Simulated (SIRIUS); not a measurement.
**CdSe (Cadmoselite) under changes of volume**

One of the cells (28.665 Å³/atom); the others are scaled copies at fixed shape and fractional positions:

```
Cd Se
1.0
     4.32848    0.00000    0.00000
    -2.16424    3.74857    0.00000
     0.00000    0.00000    7.06649
Cd Se
2 2
Direct
  0.66667 0.33333 0.50000
  0.33333 0.66667 0.00000
  0.66667 0.33333 0.88500
  0.33333 0.66667 0.38500
```

- Program: SIRIUS 7.12.0
- Functional: PBEsol
- Potentials or basis: all-electron FP-LAPW
- Cutoff: 181 eV
- Basis: apw+lo standard
- k mesh: 7 × 7 × 4
- Occupations: fermi-dirac, width 0.05 eV
- Spin: no spin polarisation

```csv
volume (Å³/atom),energy over the lowest point (meV/atom),gap on the mesh (eV)
26.416,18.82,0.70
26.978,7.77,0.66
27.540,1.18,0.61
28.665,0.00,0.53
29.227,?,?
29.789,12.15,0.45
```

Q: What does the run at 29.227 Å³/atom give?

A: Energy over the lowest point 4.93 meV/atom; gap on the mesh 0.50 eV.

Worked out: A Birch-Murnaghan fit of order 3 (a polynomial in V^(-2/3)) to the other rows has its minimum at 28.19 Å³/atom with B0 = V·E''(V) = 52 GPa and B' = 4.1 at fixed shape and positions, which overstates the stiffness. It gives 4.57 meV/atom at 29.227 Å³/atom, against the run's 4.93. A straight line through the other rows of the gap, of slope -2.09 eV per unit of ln V (its deformation potential), gives 0.49 eV, against the run's 0.50.

Energies are extrapolated to zero smearing.

Spin-orbit coupling on Cd, Se is left out.
